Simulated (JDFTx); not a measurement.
Crystal: Be.

```
CELL_PARAMETERS angstrom
2.28530 0.00000 0.00000
-1.14265 1.97913 0.00000
0.00000 0.00000 3.58420
ATOMIC_POSITIONS crystal
Be 0.66667 0.33333 0.75000
Be 0.33333 0.66667 0.25000
```

```yaml
Program: JDFTx 1.7.0 (patched build)
Task: single point
Functional: PBEsol
Potentials_or_basis: PseudoDojo-SR-PBEsol-0.4.1-standard with smoothed tails
Cutoff: 1197 eV
Density_cutoff: 9578 eV
k_mesh: 13 × 13 × 8
Occupations: fermi-dirac, width 0.05 eV
Spin: no spin polarisation
```

On this cell: pressure -3.3 GPa; largest force under 0.003 eV/Å; band gap on the k mesh none (metal or under the smearing width).

The same run follows on a disturbed copy (atoms moved at random, drawn with an rms of 0.05 Å):

```xyz
2
Lattice="2.2853 0.0000 0.0000 -1.1426 1.9791 0.0000 0.0000 0.0000 3.5842" Properties=species:S:1:pos:R:3 pbc="T T T"
Be    1.1861    0.6698    2.6888
Be   -0.0251    1.2998    0.9267
```

Question: What changes?

Answer: The energy (extrapolated to zero smearing) moves by +6.9 meV/atom; pressure -3.1 GPa; largest force 0.364 eV/Å; band gap on the k mesh none (metal or under the smearing width).

Forces on the atoms (eV/Å):
```
Be  -0.257 -0.119  0.229
Be   0.257  0.119 -0.229
```

Stress tensor (GPa, compression positive):
```
-2.35  1.44 -0.28
 1.44 -3.61 -0.13
-0.28 -0.13 -3.32
```
